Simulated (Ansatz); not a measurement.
Runs of Ansatz 0.2.0 on TiC. Symmetry: Fm-3m, No. 225, cubic system. The conventional cell has a = 4.331 Å, b = 4.331 Å, c = 4.331 Å, α = 90.00°, β = 90.00°, γ = 90.00°. Ti (site symmetry m-3m) has 6 C at 2.17 Å as nearest neighbours. Around C (site symmetry m-3m) lie 6 Ti at 2.17 Å. The cell is a database's computed one.

```tsv
task	level	potentials or basis	spin	U	cell	cutoff (eV)	smearing	points for each segment of the path	broadening	hubbard projectors	double counting	gap on the mesh (eV)	pressure (GPa)	V0 of scaled cells (Å³/atom)	B0 (GPa)
band structure	PBEsol	Ansatz PAW	off	-	as given	420	fermi-dirac 0.05 eV	14	-	-	-	none	(c)	-	-
optical spectrum	r2SCAN+rVV10	Ansatz PAW	off	-	as given	500	gaussian 0.05 eV	-	0.05 eV	-	-	none	-	-	-
band structure	PBE	Ansatz PAW	off	-	as given	420	fermi-dirac 0.05 eV	14	-	-	-	none	0.3	-	-
equation of state	PBE+D3(BJ)	Ansatz PAW	off	-	as given	420	fermi-dirac 0.05 eV	-	-	-	-	-	-	9.88	265
equation of state	PBE	Ansatz PAW	off	-	as given	420	fermi-dirac 0.05 eV	-	-	-	-	-	-	10.17	250
equation of state	RPBE+D4	Ansatz PAW	off	-	as given	420	fermi-dirac 0.05 eV	-	-	-	-	-	-	9.92	(b)
single point	PBE	Ansatz PAW	off	-	as given	600	fermi-dirac 0.05 eV	-	-	-	-	none	0.2	-	-
single point	PBE	Ansatz PAW	off	-	as given	420	fermi-dirac 0.05 eV	-	-	-	-	none	0.3	-	-
relaxation of cell and atoms	r2SCAN+U	Ansatz PAW	off	Ti d U = 6 eV	relaxed	500	fermi-dirac 0.05 eV	-	-	ortho-atomic (the default)	fll (the default)	-	0.0	-	-
band structure	LDA	JTH PAW LDA	off	-	as given	1230	fermi-dirac 0.05 eV	14	-	-	-	none	-11.9	-	-
atomic charges	m-r2SCAN	JTH PAW	collinear, ferromagnetic start	-	as given	1230	cold 0.1 eV	-	-	-	-	none	(a)	-	-
ladder of functionals	r2SCAN+U	Ansatz PAW	off	Ti d U = 1 eV	as given	500	fermi-dirac 0.05 eV	-	-	ortho-atomic	fll	none	0.9	-	-
```

Alike in all rows: k mesh 11 × 11 × 11.

Task: Fill in the values left out.

Result: (a) 0.4; (b) 256; (c) -6.7.

Caveats: the PAW data sets come from PBE, with cores solved anew for the run's functional, which leaves a small shift of forces and pressure (some runs); the U is typed as a test and isn't derived for this compound (some runs); spectra need much finer meshes, so this one isn't converged (some runs); independent-particle spectra lack excitons (some runs); the intraband (Drude) part of a metal's response may be missing (some runs); pairwise dispersion overbinds metals, which lowers pressure and volume (some runs); the potentials were made for another functional, which shifts forces and pressure (some runs).

A gap of «none» marks a metal or a gap under the smearing width.
